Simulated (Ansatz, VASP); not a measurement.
## One calculation of BN, two programs

```
B N
1.0
     0.00000    1.83524    1.75327
     1.83524    0.00000    1.75327
     1.83524    1.83524    0.00000
B N
1 1
Direct
  0.00000 0.00000 0.00000
  0.75000 0.75000 0.75000
```

Change from the starting cell: z stretched by -3 % at fixed volume, crystal datasets.

Alike in both runs: task electric field gradients; functional PBE; k mesh 13 × 13 × 13; occupations fermi-dirac, width 0.03 eV; no spin polarisation.

|  | VASP | Ansatz |
| --- | --- | --- |
| version | VASP 6.6.1 | Ansatz 0.2.0 |
| potentials or method | VASP PAW PBE potentials, release 64 (B, N), cutoff 520 eV | all-electron PAW with datasets made for the crystal, scalar-relativistic |

Ansatz gave:

```
gap on the k mesh at the Fermi level (eV)                      : 3.77
pressure (GPa)                                                 : 3.0
largest component of the traceless stress (GPa)                : 17.56
Vzz of the field gradient on the site that differs most (V/Å²) : 1.3
```

Q: Estimate VASP's values.

A: gap on the k mesh at the Fermi level (eV): 3.76; pressure (GPa): 3.2; largest component of the traceless stress (GPa): 17.54; Vzz of the field gradient on the site that differs most (V/Å²): 1.7.

Ansatz ran all-electron here, so the differences hold the error of VASP's frozen core and of both bases.

Caveats: an odd mesh through Γ misses points on the zone boundary, where band edges often lie.
